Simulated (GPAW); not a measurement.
# ZnO (zincite) (P6_3mc) in GPAW: further runs

The runs below take ZnO (zincite) through single point, relaxation of cell and atoms, with PBE, RPBE, r2SCAN, RPBE+D3(BJ).

All numbers are computed with GPAW 26.7.0; they aren't measurements. Logs are shortened: lines on timing, memory, paths and dates and some standing lists are left out, and cuts for length are marked. The log counts tension as positive stress, the text compression.

**What was measured.**

“Electronic structure of alkaline earth and post-transition metal oxides”, 2009, arxiv:0908.1581 quotes, for a bulk crystal of ZnO: band gap 3.37 eV.

The results are compared with them further down.

## Step 1: Starting point

Symmetry: P6_3mc, No. 186, hexagonal system. Conventional cell: a = 3.249 Å, b = 3.249 Å, c = 5.206 Å, α = 90.00°, β = 90.00°, γ = 120.00°. Zn (site symmetry 3m) has 4 O at 1.97 to 1.98 Å as nearest neighbours. O (site symmetry 3m) has 4 Zn at 1.97 to 1.98 Å as nearest neighbours.

## Step 2: Single point, PBE

run.py

```python
from ase import Atoms
from ase.dft.bandgap import bandgap
from ase.io import write
from ase.units import GPa
from gpaw import GPAW, PW

atoms = Atoms(['Zn', 'Zn', 'O', 'O'],
              cell=[[3.249308, 0.0, 0.0],
                    [-1.624654, 2.8139832727, 0.0],
                    [0.0, 0.0, 5.205709]],
              scaled_positions=[[0.6666666667, 0.3333333333, 0.0],
                                [0.3333333333, 0.6666666667, 0.5],
                                [0.3333333333, 0.6666666667, 0.87901],
                                [0.6666666667, 0.3333333333, 0.37901]],
              pbc=True)

calc = GPAW(mode=PW(600),
            xc='PBE',
            kpts={'size': (8, 8, 4), 'gamma': True},
            occupations={'name': 'fermi-dirac', 'width': 0.05},
            nbands=31,
            maxiter=120,
            txt='gpaw.txt')
atoms.calc = calc
energy = atoms.get_potential_energy()
forces = atoms.get_forces()
stress = atoms.get_stress()
calc.write('gs.gpw')
write('result.traj', atoms)
print(f'Energy: {energy:.6f} eV')
print('Forces (eV/A):')
print(forces.round(4))
print('Stress (GPa):', (stress / GPa).round(3))
print('Fermi level:', round(calc.get_fermi_level(), 4), 'eV')
print(f'Gap: {bandgap(calc)[0]:.4f} eV, direct: {bandgap(calc, direct=True)[0]:.4f} eV')
```

Potentials or basis: GPAW PAW data sets (gpaw-data 1.2.1), pw.

Run with:

```
$ OMP_NUM_THREADS=1 python run.py
```

gpaw.txt:

```text
__  _  _
 | _ |_)|_||  |
 |__||  | ||/\| - 26.7.0

Input parameters:
  mode=PW(ecut=600.0),
  kpts=MonkhorstPack(size=(8, 8, 4), gamma=True),
  maxiter=120,
  nbands=31,
  occupations=Occupations(name='fermi-dirac', width=0.05),
  xc=XC(name='PBE')

Diagonalizing LCAO Hamiltonian
Converting LCAO to pw mode

        O

        Zn

           O

           Zn

Atoms  # Å, Bohr magnetons
|   | symbol |         x |        y |        z |    initial magnetic moments |
|---|--------|-----------|----------|----------|-----------------------------|
| 0 |     Zn |  1.624654 | 0.937994 | 0.000000 | ( 0.0000,  0.0000,  0.0000) |
| 1 |     Zn | -0.000000 | 1.875989 | 2.602854 | ( 0.0000,  0.0000,  0.0000) |
| 2 |      O | -0.000000 | 1.875989 | 4.575870 | ( 0.0000,  0.0000,  0.0000) |
| 3 |      O |  1.624654 | 0.937994 | 1.973016 | ( 0.0000,  0.0000,  0.0000) |

Unit cell  # Å
| periodic |         x |        y |        z |  lengths |     angles |
|----------|-----------|----------|----------|----------|------------|
|      yes |  3.249308 | 0.000000 | 0.000000 | 3.249308 |  90.000000 |
|      yes | -1.624654 | 2.813983 | 0.000000 | 3.249308 |  90.000000 |
|      yes |  0.000000 | 0.000000 | 5.205709 | 5.205709 | 120.000000 |

Number of symmetries: 6
Symmetry operations  # r_c * U_cc + t_c -> r_c
|   | kind |            matrix            |
|---|------|------------------------------|
| 0 |  σ   |  1, 1, 0,  0,-1, 0,  0, 0, 1 |
| 1 |  E   |  1, 0, 0,  0, 1, 0,  0, 0, 1 |
| 2 |  C3  |  0, 1, 0, -1,-1, 0,  0, 0, 1 |
| 3 |  σ   |  0,-1, 0, -1, 0, 0,  0, 0, 1 |
| 4 |  σ   | -1, 0, 0,  1, 1, 0,  0, 0, 1 |
| 5 |  C3  | -1,-1, 0,  1, 0, 0,  0, 0, 1 |

BZ-sampling:
  Number of BZ points: 256
  Number of IBZ points: 35

  Monkhorst-Pack size: [8, 8, 4]
  Monkhorst-Pack shift: [0.0625, 0.0625, 0.125]

K-points  # in reciprocal-cell coordinates
|     |                                coordinates |     weight |
|-----|--------------------------------------------|------------|
|   0 | (  0.00000000,   0.00000000,   0.00000000) | 0.00390625 |
|   1 | (  0.00000000,   0.00000000,   0.25000000) | 0.00781250 |
|   2 | (  0.00000000,   0.00000000,   0.50000000) | 0.00390625 |
|   3 | (  0.12500000,   0.00000000,  -0.25000000) | 0.02343750 |
|   4 | (  0.12500000,   0.00000000,   0.00000000) | 0.02343750 |
|   5 | (  0.12500000,   0.00000000,   0.25000000) | 0.02343750 |
|   6 | (  0.12500000,   0.00000000,   0.50000000) | 0.02343750 |
|   7 | (  0.25000000,  -0.12500000,   0.00000000) | 0.02343750 |
|   8 | (  0.25000000,  -0.12500000,   0.25000000) | 0.04687500 |
|   9 | (  0.25000000,  -0.12500000,   0.50000000) | 0.02343750 |
| ... |                                            |            |
|  34 | (  0.50000000,   0.50000000,   0.50000000) | 0.01171875 |

Plane wave coefficients: 1616
Cutoff: 600.0 eV

Spin-components: 1 (collinear spins)
Bands:           31
Projectors:      22
Spin-degeneracy: 2
Datatype:        complex128

Parallelization:
  kpt:    1
  domain: 1
  band:   1

Density:
  Valence electrons: 36.0
  Components: 1
  Grid points: [20 20 30]
  Charge: 0.0  # |e|

Potential:
  Grid points: [20 20 30]

species:
  Zn:
    name:    Zinc
    Z:       30.0
    valence: 12
    core:    18
    charge:  0.0  # [|e|]
    compensation charges:
      type: gauss
      rc: 0.37  # [Å]
      lmax: 2
    cutoffs:
      filter: 2.14  # [Å]
      core: 2.28  # [Å]
    projectors
    | kind |    occ | energy [eV] | rcut [Å] |
    |------|--------|-------------|----------|
    |   4s |  2.000 |      -5.977 |    1.286 |
    |   4p |  0.000 |      -1.117 |    1.270 |
    |   3d | 10.000 |     -10.142 |    1.180 |
    |    s |        |      21.234 |    1.286 |
    |    p |        |      26.095 |    1.270 |
    |    d |        |      17.070 |    1.180 |

    Using partial waves for Zn as LCAO basis

  O:
    name:    Oxygen
    Z:       8.0
    valence: 6
    core:    2
    charge:  0.0  # [|e|]
    compensation charges:
      type: gauss
      rc: 0.21  # [Å]
      lmax: 2
    cutoffs:
      filter: 1.17  # [Å]
      core: 0.83  # [Å]
    projectors
    | kind |    occ | energy [eV] | rcut [Å] |
    |------|--------|-------------|----------|
    |   2s |  2.000 |     -23.961 |    0.688 |
    |   2p |  4.000 |      -9.029 |    0.598 |
    |    s |        |       3.251 |    0.688 |
    |    p |        |      18.182 |    0.598 |
    |    d |        |       0.000 |    0.619 |

    Using partial waves for O as LCAO basis

Reference energy: -101804.357908  # eV

eigensolver:
  PPCG
  Converge bands: occupied
  niter=2

density mixing:
  MSR1-Mixer
  Pratt-step length: 0.05
  Maximum mixing coefficient: 0.75
  Old densities: 10
  SVD Regularization: 0.005
  Good broyden scale: 1.0
  Trust region scale: 1.0
  Backstep threshold: 4.0
  History deletion threshold: 6.0
  Fourier metric: weight=20.0, sigma=0.015

occupation numbers:
  Fermi-Dirac:
    width: 0.0500  # eV

poisson solver:
  ecut: 4800.0  # eV

xc functional:
  name: PBE with 2 nearest neighbor stencil

convergence criteria:
- Maximum [total energy] change in last 3 cyles: 0.0005 eV / valence electron
- Maximum integral of absolute [dens]ity change: 0.0001 electrons / valence electron
- Maximum integral of absolute [eigenst]ate change: 4e-08 eV^2 / valence electron
maximum number of iterations: 120

SCF iterations
|iter     | |      energy | eigst |  dens |
|---------|-|-------------|-------|-------|
|iter:   1| |  -21.405004 | +0.20 |       |
|iter:   2| |  -20.510934 | -1.54 | -0.99 |
|iter:   3| |  -18.321178 | -0.45 | -1.04 |
|iter:   4| |  -18.316518 | -3.04 | -1.62 |
|iter:   5| |  -18.321154c| -2.64 | -1.88 |
|iter:   6| |  -18.321279c| -4.48 | -2.94 |
|iter:   7| |  -18.321407c| -5.26 | -3.29 |
|iter:   8| |  -18.321433c| -5.66 | -3.65 |
|iter:   9| |  -18.321433c| -7.11 | -4.37c|
|iter:  10| |  -18.321433c| -8.31c| -4.82c|

Converged in 10 steps
Energy contributions relative to reference atoms: (reference = -101804.357908)

Energy contributions:
  Kinetic:          42.061673
  Coulomb:         -36.528139
  Zero:              0.256510
  External:          0.000000
  Xc:              -24.111474
  Entropy:          -0.000005
  Spinorbit:         0.000000
  ----------------------------
  Free energy:     -18.321435
  Extrapolated:    -18.321433

dipole moment: (-0.000000, 0.000001, -8.242772)  # |e|*Ang

Fermi level: 4.344
Eigenvalues  # (at kpt = [0.000, 0.000, 0.000])
| band index |      eig [eV] | occ [0-2] |
|------------|---------------|-----------|
|          0 |       -14.141 |     2.000 |
|        ... |               |           |
|         10 |        -0.366 |     2.000 |
|         11 |        -0.366 |     2.000 |
|         12 |        -0.099 |     2.000 |
|         13 |         3.108 |     2.000 |
|         14 |         3.108 |     2.000 |
|         15 |         3.845 |     2.000 |
[... 8 lines left out ...]
|         24 |        18.038 |     0.000 |
|         25 |        18.038 |     0.000 |
|        ... |               |           |
|         30 |        23.814 |     0.000 |

Gap: 0.793 eV
Transition (v -> c):
  (s=0, k=0, n=17, [0.00, 0.00, 0.00]) -> (s=0, k=0, n=18, [0.00, 0.00, 0.00])
No difference between direct/indirect transitions

Forces  # eV/Ang
|        x |        y |        z |
|----------|----------|----------|
| -0.00000 |  0.00000 | -0.07099 |  # Zn   0
|  0.00000 | -0.00000 | -0.07100 |  # Zn   1
| -0.00000 |  0.00000 |  0.07452 |  # O    2
| -0.00000 |  0.00000 |  0.07452 |  # O    3

Stress tensor  # eV/Ang^3
|         x |         y |         z |
|-----------|-----------|-----------|
| -0.004365 |  0.000000 |  0.000000 |
|  0.000000 | -0.004365 |  0.000000 |
|  0.000000 |  0.000000 | -0.015016 |

# Writing to gs.gpw (mode='')
```

Wall time 74 s (1 thread of Intel Xeon at 2.50GHz (Skylake/Cascade Lake), shared host); peak memory 0.18 GiB.

What came out:

| Quantity | Value |
| --- | --- |
| Free energy | -18.3214 eV |
| Pressure | 1.3 GPa |
| Largest force | 0.075 eV/Å |
| Band gap on the k mesh | 0.79 eV, direct |

Forces in eV/Å, atoms in the order of the input:
```
Zn   0.000  0.000 -0.071
Zn   0.000  0.000 -0.071
O    0.000  0.000  0.075
O    0.000  0.000  0.075
```

Stress tensor (GPa, compression positive):
```
0.70 0.00 0.00
0.00 0.70 0.00
0.00 0.00 2.41
```

Caveat: the cutoff is short for stress and forces, so pressures can be off by a GPa or more.

## Step 3: Relaxation of cell and atoms, RPBE

run.py

```python
from ase.filters import FrechetCellFilter
from ase.io import read, write
from ase.optimize import LBFGS
from gpaw import GPAW, PW

atoms = read('ZnO.cif')

calc = GPAW(mode=PW(800),
            xc='RPBE',
            kpts={'size': (6, 6, 3), 'gamma': True},
            occupations={'name': 'fermi-dirac', 'width': 0.05},
            nbands=31,
            convergence={'density': 1e-06, 'energy': 1e-06, 'eigenstates': 1e-10},
            maxiter=150,
            txt='gpaw.txt')
atoms.calc = calc
opt = LBFGS(FrechetCellFilter(atoms), trajectory='relax.traj', logfile='-')
done = opt.run(fmax=0.05, steps=40)
calc.write('gs.gpw')
write('result.traj', atoms)
print('Converged:', done)
print('Cell:', atoms.cell.cellpar().round(4))
print('Volume:', round(atoms.get_volume(), 4))
print(atoms.get_scaled_positions().round(5))
```

ZnO.cif

```cif
data_ZnO
_cell_length_a 3.24930800
_cell_length_b 3.24930800
_cell_length_c 5.20570900
_cell_angle_alpha 90.00000000
_cell_angle_beta 90.00000000
_cell_angle_gamma 120.00000000
_space_group_name_H-M_alt 'P1'
_space_group_name_Hall 'P 1'
_space_group_IT_number 1
loop_
_space_group_symop_operation_xyz
'x,y,z'
loop_
_atom_site_label
_atom_site_type_symbol
_atom_site_symmetry_multiplicity
_atom_site_Wyckoff_symbol
_atom_site_fract_x
_atom_site_fract_y
_atom_site_fract_z
_atom_site_occupancy
Zn1 Zn 1 a 0.6666666667 0.3333333333 0.0000000000 1
Zn2 Zn 1 a 0.3333333333 0.6666666667 0.5000000000 1
O1 O 1 a 0.3333333333 0.6666666667 0.8790100000 1
O2 O 1 a 0.6666666667 0.3333333333 0.3790100000 1
```

Potentials or basis: the program's PAW data sets (release 1.2.1) made for this functional, pw.

Run with:

```
$ OMP_NUM_THREADS=1 python run.py
```

gpaw.txt:

```text
__  _  _
 | _ |_)|_||  |
 |__||  | ||/\| - 26.7.0

Input parameters:
  mode=PW(ecut=800.0),
  convergence={'density': 1e-06, 'energy': 1e-06, 'eigenstates': 1e-10},
  kpts=MonkhorstPack(size=(6, 6, 3), gamma=True),
  maxiter=150,
  nbands=31,
  occupations=Occupations(name='fermi-dirac', width=0.05),
  xc=XC(name='RPBE')

Diagonalizing LCAO Hamiltonian
Converting LCAO to pw mode

        O

        Zn

           O

           Zn

Atoms  # Å, Bohr magnetons
|   | symbol |         x |        y |        z |    initial magnetic moments |
|---|--------|-----------|----------|----------|-----------------------------|
| 0 |     Zn |  1.624654 | 0.937994 | 0.000000 | ( 0.0000,  0.0000,  0.0000) |
| 1 |     Zn | -0.000000 | 1.875989 | 2.602854 | ( 0.0000,  0.0000,  0.0000) |
| 2 |      O | -0.000000 | 1.875989 | 4.575870 | ( 0.0000,  0.0000,  0.0000) |
| 3 |      O |  1.624654 | 0.937994 | 1.973016 | ( 0.0000,  0.0000,  0.0000) |

Unit cell  # Å
| periodic |         x |        y |        z |  lengths |     angles |
|----------|-----------|----------|----------|----------|------------|
|      yes |  3.249308 | 0.000000 | 0.000000 | 3.249308 |  90.000000 |
|      yes | -1.624654 | 2.813983 | 0.000000 | 3.249308 |  90.000000 |
|      yes |  0.000000 | 0.000000 | 5.205709 | 5.205709 | 120.000000 |

Number of symmetries: 6
Symmetry operations  # r_c * U_cc + t_c -> r_c
|   | kind |            matrix            |
|---|------|------------------------------|
| 0 |  σ   |  1, 1, 0,  0,-1, 0,  0, 0, 1 |
| 1 |  E   |  1, 0, 0,  0, 1, 0,  0, 0, 1 |
| 2 |  C3  |  0, 1, 0, -1,-1, 0,  0, 0, 1 |
| 3 |  σ   |  0,-1, 0, -1, 0, 0,  0, 0, 1 |
[... 449 lines left out ...]
|        x |       y |        z |
|----------|---------|----------|
| -0.00000 | 0.00000 | -0.05810 |  # Zn   0
|  0.00000 | 0.00000 | -0.05829 |  # Zn   1
| -0.00000 | 0.00000 |  0.05844 |  # O    2
|  0.00000 | 0.00000 |  0.05814 |  # O    3

Interpolating wave functions to new cell
[... 412 lines left out ...]
SCF iterations
|iter     | |      energy | eigst |  dens |
|---------|-|-------------|-------|-------|
|iter:   1| |  -16.968988 | -2.18 |       |
|iter:   2| |  -16.967837 | -3.99 | -2.43 |
|iter:   3| |  -16.965601 | -3.96 | -2.50 |
|iter:   4| |  -16.965824 | -5.56 | -3.23 |
|iter:   5| |  -16.965927 | -6.08 | -3.50 |
|iter:   6| |  -16.965932 | -6.68 | -4.17 |
|iter:   7| |  -16.965933c| -7.61 | -4.83 |
|iter:   8| |  -16.965933c| -8.55 | -5.35 |
|iter:   9| |  -16.965933c| -9.47 | -5.78 |
|iter:  10| |  -16.965933c| -9.73 | -6.03c|
|iter:  11| |  -16.965933c|-10.22c| -6.70c|

Converged in 11 steps
Energy contributions relative to reference atoms: (reference = -101820.179547)

Energy contributions:
  Kinetic:          35.854905
  Coulomb:         -32.097338
  Zero:              0.470303
  External:          0.000000
  Xc:              -21.193797
  Entropy:          -0.000010
  Spinorbit:         0.000000
  ----------------------------
  Free energy:     -16.965938
  Extrapolated:    -16.965933
[... 28 lines left out ...]
Gap: 0.790 eV
Transition (v -> c):
  (s=0, k=0, n=17, [0.00, 0.00, 0.00]) -> (s=0, k=0, n=18, [0.00, 0.00, 0.00])
No difference between direct/indirect transitions

Stress tensor  # eV/Ang^3
|         x |         y |        z |
|-----------|-----------|----------|
| -0.001548 | -0.000000 | 0.000000 |
| -0.000000 | -0.001548 | 0.000000 |
|  0.000000 |  0.000000 | 0.000401 |

Forces  # eV/Ang
|        x |        y |        z |
|----------|----------|----------|
| -0.00000 |  0.00000 |  0.05092 |  # Zn   0
|  0.00000 |  0.00000 |  0.05091 |  # Zn   1
|  0.00000 |  0.00000 | -0.05101 |  # O    2
|  0.00000 | -0.00000 | -0.05060 |  # O    3
[... 235 lines left out ...]
Forces  # eV/Ang
|        x |        y |        z |
|----------|----------|----------|
|  0.00000 |  0.00000 |  0.04114 |  # Zn   0
|  0.00000 |  0.00000 |  0.04111 |  # Zn   1
| -0.00000 | -0.00000 | -0.04114 |  # O    2
|  0.00000 | -0.00000 | -0.04088 |  # O    3

# Writing to gs.gpw (mode='')
```

stdout:

```text
Step          Energy          fmax
LBFGS:    0      -16.845594        0.869313
LBFGS:    1      -16.871398        0.755983
LBFGS:    2      -16.964675        0.078648
LBFGS:    3      -16.965938        0.052423
LBFGS:    4      -16.966190        0.042298
Converged: True
Cell: [  3.33     3.33     5.3521  90.      90.     120.    ]
Volume: 51.3978
[[0.66667 0.33333 0.99868]
 [0.33333 0.66667 0.49868]
 [0.33333 0.66667 0.88034]
 [0.66667 0.33333 0.38033]]
```

Wall time 79 s (1 thread of Intel Xeon 6975P-C (Granite Rapids), shared host); peak memory 0.23 GiB.

What came out:

| Item | Value |
| --- | --- |
| Free energy | -16.9662 eV |
| Relaxed volume | 12.85 Å³/atom |
| Relaxed cell | a = 3.330 Å, b = 3.330 Å, c = 5.352 Å, α = 90.00°, β = 90.00°, γ = 120.00° |
| Space group after relaxing (to 0.05 Å) | P6_3mc (No. 186) |
| Energy gained by relaxing | 30.1 meV/atom |
| Ionic steps | 5 |
| Pressure after relaxing | 0.0 GPa |
| Largest force after relaxing | 0.041 eV/Å |
| Band gap on the k mesh | 0.79 eV, direct |

Forces in eV/Å, atoms in the order of the input:
```
Zn   0.000  0.000  0.041
Zn   0.000  0.000  0.041
O    0.000  0.000 -0.041
O    0.000  0.000 -0.041
```

Step by step:
```
step  energy change (eV)  largest force (eV/Å)  pressure (GPa)  volume (Å³)
   1              0.0000                0.0838           10.62        47.60
   2             -0.0258                0.0584            9.27        48.00
   3             -0.1191                0.0539            0.87        51.02
   4             -0.1203                0.0510            0.14        51.33
   5             -0.1206                0.0411           -0.02        51.40
```

Final structure:
```cif
data_structure
_symmetry_space_group_name_H-M 'P 1'
_symmetry_Int_Tables_number 1
_cell_length_a 3.3300
_cell_length_b 3.3300
_cell_length_c 5.3521
_cell_angle_alpha 90.000
_cell_angle_beta 90.000
_cell_angle_gamma 120.000
_cell_volume 51.40
loop_
_atom_site_label
_atom_site_type_symbol
_atom_site_fract_x
_atom_site_fract_y
_atom_site_fract_z
_atom_site_occupancy
Zn1 Zn 0.66667 0.33333 0.99868 1
Zn2 Zn 0.33333 0.66667 0.49868 1
O1 O 0.33333 0.66667 0.88034 1
O2 O 0.66667 0.33333 0.38033 1
```

Caveat: the k mesh is coarse; later steps reuse the first step's grids. Zero-point motion and thermal expansion aren't in these numbers.

(Part 1 of 2 ends here.)
